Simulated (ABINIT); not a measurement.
# KF (Carobbiite): G0W0 with ABINIT, start to end, part 2 of 3

Aim: the G0W0 gap of KF (Carobbiite) on PBE, step by step.

ABINIT 10.8.3; PBE and many-body steps on it, plane waves. Known limits of the many-body steps: not at the basis limit; coarse k mesh.

So far. Step 2 (Ground state): The gap is direct, at Γ.

## (3) Bands along the symmetry lines

Level of this step: DFT, PBE, plane waves, norm-conserving pseudopotentials (ABINIT).

The cheap functional maps the bands first; the places of the edges decide which points the dearer methods must see.

Contents of run.abi:

```
acell 3*1.0 Angstrom
rprim 
  -0.000000000000 2.671850000000 2.671850000000
  2.671850000000 -0.000000000000 2.671850000000
  2.671850000000 2.671850000000 0.000000000000
ntypat 2
znucl 19 9
natom 2
typat 1 2
xred 
  0.000000000000 0.000000000000 0.000000000000
  0.500000000000 0.500000000000 0.500000000000
pp_dirpath "pseudos"
pseudos "K.upf, F.upf"
ecut 36
iscf -2
irdden 1
kptopt 0
nkpt 50
kpt 
  0.00000000 0.00000000 0.00000000
  0.06250000 0.00000000 0.06250000
  0.12500000 0.00000000 0.12500000
  0.18750000 0.00000000 0.18750000
  0.25000000 0.00000000 0.25000000
  0.31250000 0.00000000 0.31250000
  0.37500000 0.00000000 0.37500000
  0.43750000 0.00000000 0.43750000
  0.50000000 0.00000000 0.50000000
  0.51562500 0.03125000 0.51562500
  0.53125000 0.06250000 0.53125000
  0.54687500 0.09375000 0.54687500
  0.56250000 0.12500000 0.56250000
  0.57812500 0.15625000 0.57812500
  0.59375000 0.18750000 0.59375000
  0.60937500 0.21875000 0.60937500
  0.62500000 0.25000000 0.62500000
  0.37500000 0.37500000 0.75000000
  0.32812500 0.32812500 0.65625000
  0.28125000 0.28125000 0.56250000
  0.23437500 0.23437500 0.46875000
  0.18750000 0.18750000 0.37500000
  0.14062500 0.14062500 0.28125000
  0.09375000 0.09375000 0.18750000
  0.04687500 0.04687500 0.09375000
  0.00000000 0.00000000 0.00000000
  0.06250000 0.06250000 0.06250000
  0.12500000 0.12500000 0.12500000
  0.18750000 0.18750000 0.18750000
  0.25000000 0.25000000 0.25000000
  0.31250000 0.31250000 0.31250000
  0.37500000 0.37500000 0.37500000
  0.43750000 0.43750000 0.43750000
  0.50000000 0.50000000 0.50000000
  0.50000000 0.46875000 0.53125000
  0.50000000 0.43750000 0.56250000
  0.50000000 0.40625000 0.59375000
  0.50000000 0.37500000 0.62500000
  0.50000000 0.34375000 0.65625000
  0.50000000 0.31250000 0.68750000
  0.50000000 0.28125000 0.71875000
  0.50000000 0.25000000 0.75000000
  0.50000000 0.21875000 0.71875000
  0.50000000 0.18750000 0.68750000
  0.50000000 0.15625000 0.65625000
  0.50000000 0.12500000 0.62500000
  0.50000000 0.09375000 0.59375000
  0.50000000 0.06250000 0.56250000
  0.50000000 0.03125000 0.53125000
  0.50000000 0.00000000 0.50000000
istwfk *1
nband 15
nbdbuf 2
tolwfr 1e-08
nstep 40
prtwf 0
prtvol 0
indata_prefix "in"
outdata_prefix "out"
tmpdata_prefix "tmp"
```

Started as:

```console
> OMP_NUM_THREADS=1 mpirun -n 8 abinit run.abi > log
```

Numbers of over 12 decimals in the logs are rounded to 6 here.

The program printed:

```text
.Version 10.8.3 of ABINIT. v10.8.2 released Aug 2026.

 Symmetries : space group Fm -3 m (#225); Bravais cF (face-center cubic)
[... echo of the input left out ...]
== DATASET  1 ==================================================================
-   mpi_nproc: 8, omp_nthreads: 1 (-1 if OMP is not activated)

--- !DatasetInfo
iteration_state: {dtset: 1, }
dimensions: {natom: 2, nkpt: 50, mband: 15, nsppol: 1, nspinor: 1, nspden: 1, mpw: 2693, }
cutoff_energies: {ecut:  36.0, pawecutdg:  -1.0, }
electrons: {nelect:   1.60000000E+01, charge:   0.00000000E+00, occopt:   1.00000000E+00, tsmear:   1.00000000E-02, }

 Real(R)+Recip(G) space primitive vectors, cartesian coordinates (Bohr,Bohr^-1):
 R(1)=  0.0000000  5.0490647  5.0490647  G(1)= -0.0990282  0.0990282  0.0990282
 R(2)=  5.0490647  0.0000000  5.0490647  G(2)=  0.0990282 -0.0990282  0.0990282
 R(3)=  5.0490647  5.0490647  0.0000000  G(3)=  0.0990282  0.0990282 -0.0990282
 Unit cell volume ucvol=  2.5743217E+02 bohr^3
 Angles (23,13,12)=  6.00000000E+01  6.00000000E+01  6.00000000E+01 degrees

 getcut: wavevector=  0.0000  0.0000  0.0000  ngfft=  40  40  40
         ecut(hartree)=     36.000   => boxcut(ratio)=   2.07404

--- Pseudopotential description ------------------------------------------------
- K Generated using ONCVPSP code by D. R. Hamann
- 19.00000   9.00000  171031                  znucl, zion, pspdat
12 -101130 2 -1 2222                          pspcod,pspxc,lmax,lloc,mmax
     nproj     2     2     2
  pspatm : epsatm=    8.42413758
         --- l  ekb(1:nproj) -->
             0   10.871123    0.806704
             1    4.379001    0.553647
             2   -3.405842   -1.029115
 pspatm: atomic psp has been read  and splines computed

- F Generated using ONCVPSP code by D. R. Hamann
-  9.00000   7.00000  171031                  znucl, zion, pspdat
12 -101130 2 -1 832                           pspcod,pspxc,lmax,lloc,mmax
     nproj     2     2     1
  pspatm : epsatm=    4.87625608
         --- l  ekb(1:nproj) -->
[...]
2   -2.441503
 pspatm: atomic psp has been read  and splines computed

--------------------------------------------------------------------------------

================================================================================
 prteigrs : about to open file out_EIG
 Non-SCF case, kpt    1 (  0.00000  0.00000  0.00000), residuals and eigenvalues=
  3.31E-09  1.28E-09  3.72E-09  4.88E-09  9.18E-09  4.82E-09  7.04E-09  2.91E-09
  2.73E-09  5.26E-09  9.06E-09  3.05E-09  6.26E-09  6.22E-09  4.64E-09
 -9.5489E-01 -6.7869E-01 -3.3934E-01 -3.3934E-01 -3.3934E-01  4.8043E-03
  4.8043E-03  4.8043E-03  2.3263E-01  3.9781E-01  3.9781E-01  3.9781E-01
[...]
Non-SCF case, kpt    2 (  0.06250  0.00000  0.06250), residuals and eigenvalues=
  5.19E-09  2.10E-09  1.26E-09  4.66E-09  8.59E-09  5.13E-09  4.81E-09  6.47E-09
[...]
4.23E-09  2.61E-09  3.66E-09  6.84E-09  7.44E-09  5.66E-09  3.06E-09  9.18E-09
  1.12E-09  7.71E-09  1.60E-09  7.86E-09  6.31E-09  3.11E-09  6.26E-09
[...]
Non-SCF case, kpt   49 (  0.50000  0.03125  0.53125), residuals and eigenvalues=
[...]
Non-SCF case, kpt   50 (  0.50000  0.00000  0.50000), residuals and eigenvalues=
[...]
-9.5066E-01 -6.7932E-01 -3.5975E-01 -3.4706E-01 -3.4706E-01 -2.8218E-03
  2.7846E-03  2.7846E-03  3.0741E-01  3.8435E-01  4.3910E-01  5.0161E-01
[...]
--- !ResultsGS
iteration_state: {dtset: 1, }
comment   : Summary of ground state results
lattice_vectors:
- [ -0.0000000,   5.0490647,   5.0490647, ]
- [  5.0490647,  -0.0000000,   5.0490647, ]
- [  5.0490647,   5.0490647,   0.0000000, ]
lattice_lengths: [   7.14046,    7.14046,    7.14046, ]
lattice_angles: [ 60.000,  60.000,  60.000, ] # degrees, (23, 13, 12)
lattice_volume:   2.5743217E+02
convergence: {deltae:  0.000E+00, res2:  0.000E+00, residm:  9.975E-09, diffor:  0.000E+00, }
etotal    :  -5.48240946E+01
entropy   :   0.00000000E+00
fermie    :   4.80427879E-03
cartesian_stress_tensor: null
pressure_GPa: null
xred      :
- [  0.0000E+00,   0.0000E+00,   0.0000E+00,  K]
- [  5.0000E-01,   5.0000E-01,   5.0000E-01,  F]
cartesian_forces: null
force_length_stats: {min: null, max: null, mean: null, }

 Integrated electronic density in atomic spheres:
 ------------------------------------------------
 Atom  Sphere_radius  Integrated_density
[...]
================================================================================

 ----iterations are completed or convergence reached----

 Mean square residual over all n,k,spin=   53.980E-10; max=  99.747E-10
 reduced coordinates (array xred) for    2 atoms
       0.000000000000      0.000000000000      0.000000000000
       0.500000000000      0.500000000000      0.500000000000

 cartesian coordinates (angstrom) at end:
    1      0.000000     0.000000     0.000000
    2      2.671850     2.671850     2.671850
 length scales=  1.889726125908  1.889726125908  1.889726125908 bohr
              =  1.000000000000  1.000000000000  1.000000000000 angstroms
 prteigrs : about to open file out_EIG
 Eigenvalues (hartree) for nkpt=  50  k points:
 kpt#   1, nband= 15, wtk=  1.00000, kpt=  0.0000  0.0000  0.0000 (reduced coord)
[...]
kpt#   2, nband= 15, wtk=  1.00000, kpt=  0.0625  0.0000  0.0625 (reduced coord)
[...]
kpt#   3, nband= 15, wtk=  1.00000, kpt=  0.1250  0.0000  0.1250 (reduced coord)
[...]
kpt#  49, nband= 15, wtk=  1.00000, kpt=  0.5000  0.0313  0.5313 (reduced coord)
  -0.95066   -0.67936   -0.35964   -0.34719   -0.34689   -0.00280    0.00228    0.00267
   0.30843    0.38542    0.43686    0.50164    0.52254    0.52464    0.58271
 kpt#  50, nband= 15, wtk=  1.00000, kpt=  0.5000  0.0000  0.5000 (reduced coord)
  -0.95066   -0.67932   -0.35975   -0.34706   -0.34706   -0.00282    0.00278    0.00278
   0.30741    0.38435    0.43910    0.50161    0.52252    0.52252    0.58469

== END DATASET(S) ==============================================================
================================================================================

 -outvars: echo values of variables after computation  --------
            nband          15
             nkpt          50
          spgroup         225
 [... the other variables as echoed above ...]

 Calculation completed.
```

Elapsed: 6.2 s, on 8 MPI ranks of Arm Neoverse V2, shared host; peak memory 0.5 GiB.

This step gave:

| Quantity | Value |
| --- | --- |
| gap | 6.200 eV |
| k of the valence top | 0, 0, 0 |
| k of the conduction bottom | 0, 0, 0 |
| least direct gap | 6.200 eV |

The gap is 6.200 eV, as in the run before at this level.

Electronic bands along the path, in eV, zero at the top of the highest filled band; v1 is the highest filled band, c1 the lowest empty one:

```csv
point,v4,v3,v2,v1,c1,c2,c3,c4
Γ,-9.36,0.00,0.00,0.00,6.20,10.69,10.69,10.69
halfway,-9.47,-0.48,-0.05,-0.05,8.00,9.20,12.12,12.12
X,-9.57,-0.21,-0.06,-0.06,8.23,10.33,11.82,13.52
halfway,-9.56,-0.20,-0.14,-0.10,8.45,10.55,11.42,13.52
U,-9.51,-0.33,-0.19,-0.19,8.98,10.74,11.08,13.51
jump to K,-9.51,-0.33,-0.19,-0.19,8.98,10.74,11.08,13.51
halfway,-9.37,-0.54,-0.27,-0.08,8.24,9.85,11.63,11.72
Γ,-9.36,0.00,0.00,0.00,6.20,10.69,10.69,10.69
halfway,-9.38,-0.43,-0.18,-0.18,7.71,10.11,11.41,11.41
L,-9.40,-0.78,-0.34,-0.34,9.09,10.63,12.05,12.05
halfway,-9.44,-0.56,-0.28,-0.25,9.42,10.11,11.67,12.67
W,-9.45,-0.40,-0.16,-0.16,9.75,9.75,11.21,13.35
halfway,-9.51,-0.23,-0.20,-0.09,8.66,10.73,11.06,13.50
X,-9.57,-0.21,-0.06,-0.06,8.23,10.33,11.82,13.52
```

The electronic bands as a text plot (rows in eV, shown from -8.0 to 12.2 only):

```
   11.8 |    +++  ++++++   ++++++++         ++++++++++++       ++
   10.9 |++++          ++++      +++++++++++     +++    +++++++
   10.1 |  ++      ++++    ++++++++++    ++++++++   +++++++++  ++
    9.3 |    +++  +       ++++++                +++++++++  ++
    8.4 |     ++++++++++++      +            +++             ++++
    7.6 |    +                   ++         +
    6.7 | +++                      +++  ++++
    5.9 |+                            ++
    5.0 |
    4.2 |
    3.4 |
    2.5 |
    1.7 |
    0.8 |
    0.0 |********************************************************
   -0.8 |     ****         ******           *************
   -1.7 |
   -2.5 |
   -3.4 |
   -4.2 |
   -5.1 |
   -5.9 |
   -6.7 |
   -7.6 |
         Γ           X  U|K            Γ         L        W     X
```

## (4) Empty states on the mesh, 4×4×4 mesh, 102 bands

The sums over transitions need many empty states on a uniform mesh; this step solves for them.

Contents of run.abi:

```
acell 3*1.0 Angstrom
rprim 
  -0.000000000000 2.671850000000 2.671850000000
  2.671850000000 -0.000000000000 2.671850000000
  2.671850000000 2.671850000000 0.000000000000
ntypat 2
znucl 19 9
natom 2
typat 1 2
xred 
  0.000000000000 0.000000000000 0.000000000000
  0.500000000000 0.500000000000 0.500000000000
pp_dirpath "pseudos"
pseudos "K.upf, F.upf"
ecut 36
ngkpt 4 4 4
nshiftk 1
shiftk 0 0 0
kptopt 1
chksymbreak 0
irdden 1
istwfk *1
nband 102
prtvol 0
optdriver 6
gwr_task "HDIAGO"
paral_kgb 0
occopt 1
indata_prefix "in"
outdata_prefix "out"
tmpdata_prefix "tmp"
```

The program printed:

```text
[banner, memory and clock lines left out]
.Version 10.8.3 of ABINIT. v10.8.2 released Aug 2026.

 Symmetries : space group Fm -3 m (#225); Bravais cF (face-center cubic)
[... echo of the input left out ...]
== DATASET  1 ==================================================================
-   mpi_nproc: 8, omp_nthreads: 1 (-1 if OMP is not activated)

--- !DatasetInfo
iteration_state: {dtset: 1, }
dimensions: {natom: 2, nkpt: 8, mband: 102, nsppol: 1, nspinor: 1, nspden: 1, mpw: 2685, }
cutoff_energies: {ecut:  36.0, pawecutdg:  -1.0, }
electrons: {nelect:   1.60000000E+01, charge:   0.00000000E+00, occopt:   1.00000000E+00, tsmear:   1.00000000E-02, }

.Using double precision arithmetic; gwpc =  8

- Reading GS density from: in_DEN

--- Pseudopotential description ------------------------------------------------
- K Generated using ONCVPSP code by D. R. Hamann
- 19.00000   9.00000  171031                  znucl, zion, pspdat
12 -101130 2 -1 2222                          pspcod,pspxc,lmax,lloc,mmax
     nproj     2     2     2
  pspatm : epsatm=    8.42413758
         --- l  ekb(1:nproj) -->
             0   10.871123    0.806704
             1    4.379001    0.553647
             2   -3.405842   -1.029115
 pspatm: atomic psp has been read  and splines computed

- F Generated using ONCVPSP code by D. R. Hamann
-  9.00000   7.00000  171031                  znucl, zion, pspdat
12 -101130 2 -1 832                           pspcod,pspxc,lmax,lloc,mmax
     nproj     2     2     1
  pspatm : epsatm=    4.87625608
         --- l  ekb(1:nproj) -->
             0    6.519403    1.070094
             1   -3.955629   -1.291931
             2   -2.441503
 pspatm: atomic psp has been read  and splines computed

   2.12806299E+02                                ecore*ucvol(ha*bohr**3)

 Total charge density [el/Bohr^3]
)     Maximum=    1.4478E+00  at reduced coord.    0.4750    0.5000    0.5750
)     Minimum=    1.0359E-03  at reduced coord.    0.2500    0.2500    0.2500
   Integrated=    1.6000E+01

 === KS gaps after direct diagonalization ===
 Direct band gap semiconductor
 Fundamental gap:     6.199 (eV)
   VBM:     0.131 (eV) at k: [ 0.0000E+00,  0.0000E+00,  0.0000E+00]
   CBM:     6.330 (eV) at k: [ 0.0000E+00,  0.0000E+00,  0.0000E+00]
 Direct gap:         6.199 (eV) at k: [ 0.0000E+00,  0.0000E+00,  0.0000E+00]

== END DATASET(S) ==============================================================

 -outvars: echo values of variables after computation  --------
           etotal      0.0000000000E+00
            nband         102
             nkpt           8
          spgroup         225
 [... the other variables as echoed above ...]

 Calculation completed.
```

Elapsed: 16 s, on 8 MPI ranks; peak memory 3.5 GiB; 2.2 min of CPU time.

Numbers from this step:

| Property | Result |
| --- | --- |
| gap | 6.199 eV |
| k of the valence top | 0, 0, 0 |
| k of the conduction bottom | 0, 0, 0 |
| least direct gap | 6.199 eV |
| k points computed | 8 |
| lowest point of the top converged band, above the valence top | 93.7997 eV |

On this mesh the gap is 6.199 eV.

## (5) Screening, 4×4×4 mesh, 94 bands, screening to 163.3 eV

The RPA dielectric matrix is built and inverted for each q.

This step: RPA screening on PBE, plane waves, norm-conserving pseudopotentials.

Edit run.abi of step 4 so:

```diff
@@ -20,10 +20,11 @@
 chksymbreak 0
-irdden 1
 istwfk *1
-nband 102
-prtvol 0
-optdriver 6
-gwr_task "HDIAGO"
-paral_kgb 0
 occopt 1
+irdwfk 1
+optdriver 3
+nband 94
+ecuteps 6
+inclvkb 2
+awtr 1
+symchi 1
 indata_prefix "in"
```

The program printed:

```text
.Version 10.8.3 of ABINIT. v10.8.2 released Aug 2026.

 Symmetries : space group Fm -3 m (#225); Bravais cF (face-center cubic)
[... echo of the input left out ...]
== DATASET  1 ==================================================================
-   mpi_nproc: 8, omp_nthreads: 1 (-1 if OMP is not activated)

--- !DatasetInfo
iteration_state: {dtset: 1, }
dimensions: {natom: 2, nkpt: 8, mband: 94, nsppol: 1, nspinor: 1, nspden: 1, mpw: 2685, }
cutoff_energies: {ecut:  36.0, pawecutdg:  -1.0, }
electrons: {nelect:   1.60000000E+01, charge:   0.00000000E+00, occopt:   1.00000000E+00, tsmear:   1.00000000E-02, }

 SCREENING: Calculation of the susceptibility and dielectric matrices

 Based on a program developped by R.W. Godby, V. Olevano, G. Onida, and L. Reining.
 Incorporated in ABINIT by V. Olevano, G.-M. Rignanese, and M. Torrent.
.Using double precision arithmetic ; gwpc =  8

[... cell and pseudopotentials left out ...]
--------------------------------------------------------------------------------

 ==== K-mesh for the wavefunctions ====
 Number of points in the irreducible wedge :     8
[... list of points left out ...]
 Together with 48 symmetry operations and time-reversal symmetry
 yields    64 points in the full Brillouin Zone.

 ==== Q-mesh for the screening function ====
 Number of points in the irreducible wedge :     8
[... list of points left out ...]
 Together with 48 symmetry operations and time-reversal symmetry
 yields    64 points in the full Brillouin Zone.

 setmesh: FFT mesh size selected  =    27x   27x   27
          total number of points  =        19683

 vcoul_init : cutoff-mode = AUXILIARY_FUNCTION
 q-points for optical limit:   1
     1)      0.000010    0.000020    0.000030

- screening: taking advantage of time-reversal symmetry
- Maximum band index for partially occupied states nbvw = 8
- Remaining bands to be divided among processors   nbcw = 86
- Number of bands treated by each node ~10

 Number of electrons calculated from density =   16.0000; Expected =   16.0000
 average of density, n =  0.062152
 r_s =    1.5661
 omega_plasma =   24.0483 [eV]

 calculating chi0 at frequencies [eV] :
  1    0.000000E+00    0.000000E+00
  2    0.000000E+00    2.404829E+01

--------------------------------------------------------------------------------
  q-point number  1        q = ( 0.000000, 0.000000, 0.000000) [r.l.u.]
--------------------------------------------------------------------------------
[... chi0 elements left out ...]
 For q-point:  0.000010 0.000020 0.000030
  dielectric constant =   1.8958
  dielectric constant without local fields =   2.1031

  Average fulfillment of the sum rule on Im[epsilon] for q-point    1 :     65.59  [%]
[... wings left out ...]
  q-point number  2        q = ( 0.250000, 0.000000, 0.000000) [r.l.u.]
--------------------------------------------------------------------------------
[... chi0 elements left out ...]
  Average fulfillment of the sum rule on Im[epsilon] for q-point    2 :     75.07  [%]

 [... 6 further q-points ...]
```

Run time: 7.1 s. Hardware: 8 MPI ranks; peak memory 1 GiB; 56 s of CPU time.

Numbers from this step:

| Quantity | Value |
| --- | --- |
| ε∞ with local fields, on this mesh, along the program's q direction | 1.896 |
| the same without local fields | 2.103 |
| plasma frequency | 24.05 eV |
| plane waves in the screening matrix | 169 |

Local fields lower ε∞ by 10 %. On a Γ-centred mesh this coarse the value itself is usually too large, while a short band sum pulls it down.

(Part 2 of 3 ends here.)

[Paths, hosts, dates, memory and timing lines, banners, echoed tables and standing remarks are left out of the program output.]

[Logs are printed without paths, hosts, clocks, repeated set-up lines and the standing remarks that a program may print on its own settings, such as how far it seeks lower states.]

[Runs of the session that timed out or met a known fault of the program may be left out.]

[Hosts, paths, dates, database ids (printed as entryN), source tags and the programs' standing remarks are cut or masked in the printed files.]

[G0W0 gaps are taken among the corrected bands and points alone; a level outside them can change the order at an edge.]

[Where Ansatz stands beside ABINIT at settings called matched, ABINIT's density can come from a denser mesh and the files from another edition; pairs whose starting gaps differed by over 0.03 eV were left out, so agreement reads better than it is.]
